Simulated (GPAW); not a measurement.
Write an ASE script for GPAW 26.7.0 that does the following.

* Task: density of states
* Functional: LDA
* Potentials or basis: PAW data sets generated in the run's folder for this functional
* Cutoff: 600 eV
* Basis: pw
* k mesh: 13 × 12 × 13
* Occupations: fermi-dirac, width 0.05 eV
* Spin: no spin polarisation
* Maxiter: 150
* k mesh for the DOS: 19 × 18 × 19
* Dos width: 0.05 eV

The structure of Cu lies in Cu.cif:

```cif
data_Cu
_cell_length_a 2.56490037
_cell_length_b 2.59840386
_cell_length_c 2.50629067
_cell_angle_alpha 59.95140244
_cell_angle_beta 60.31218184
_cell_angle_gamma 59.67626615
_space_group_name_H-M_alt 'P1'
_space_group_name_Hall 'P 1'
_space_group_IT_number 1
loop_
_space_group_symop_operation_xyz
'x,y,z'
loop_
_atom_site_label
_atom_site_type_symbol
_atom_site_symmetry_multiplicity
_atom_site_Wyckoff_symbol
_atom_site_fract_x
_atom_site_fract_y
_atom_site_fract_z
_atom_site_occupancy
Cu1 Cu 1 a 0.0000000000 0.0000000000 0.0000000000 1
```

The cell isn't the ideal one: cell sheared at random, sigma 0.01, atoms nudged by 0.01 Å.

The input as run:

run.py

```python
import numpy as np
from ase.dft.bandgap import bandgap
from ase.io import read, write
from ase.units import GPa
from gpaw import GPAW, PW, setup_paths

setup_paths.insert(0, '.')

atoms = read('Cu.cif')

calc = GPAW(mode=PW(600),
            xc='LDA',
            kpts={'size': (13, 12, 13), 'gamma': True},
            occupations={'name': 'fermi-dirac', 'width': 0.05},
            nbands=14,
            convergence={'density': 1e-05, 'energy': 1e-05},
            maxiter=150,
            txt='gpaw.txt')
atoms.calc = calc
energy = atoms.get_potential_energy()
forces = atoms.get_forces()
stress = atoms.get_stress()
calc.write('gs.gpw')
write('result.traj', atoms)
print(f'Energy: {energy:.6f} eV')
print('Forces (eV/A):')
print(forces.round(4))
print('Stress (GPa):', (stress / GPa).round(3))
print('Fermi level:', round(calc.get_fermi_level(), 4), 'eV')
print(f'Gap: {bandgap(calc)[0]:.4f} eV, direct: {bandgap(calc, direct=True)[0]:.4f} eV')

dense = calc.fixed_density(kpts={'size': (19, 18, 19), 'gamma': True}, update_fermi_level=True,
                           nbands=21, convergence={'bands': 'CBM+6.0', 'eigenstates': 1e-6}, txt='dos.txt')
ef = dense.get_fermi_level()
dos = dense.dos(shift_fermi_level=False)
energies = np.linspace(ef - 14, ef + 6, 401)
spins = [None]
columns = [energies] + [dos.raw_dos(energies, spin=s, width=0.05) for s in spins]
for symbol, l in [('Cu', 0), ('Cu', 1), ('Cu', 2)]:
    for s in spins:
        columns.append(sum(dos.raw_pdos(energies, a=a.index, l=l, spin=s, width=0.05)
                           for a in atoms if a.symbol == symbol))
np.savetxt('dos.dat', np.array(columns).T, fmt='%.4f')
print('Fermi level on the dense mesh:', round(ef, 4), 'eV')
```

Potentials or basis: PAW data sets generated in the run's folder for this functional, pw.

The run is started by

```console
$ gpaw-setup -f LDA Cu
$ OMP_NUM_THREADS=1 python run.py
```

Results of the run:

The pressure is -11.3 GPa, the band gap on the k mesh is none (metal or under the smearing width) and the density of states at the Fermi level is 0.29 states/eV per cell.

Caveat: with this Cu data set, volumes or pressures lay over 1.5 % or 2 GPa off other programs in two to four cells of ten.

Run time: 3.6 min on 1 thread of Intel(R) Xeon(R) 6975P-C (Granite Rapids), with other jobs on the host, peak memory 0.99 GiB.
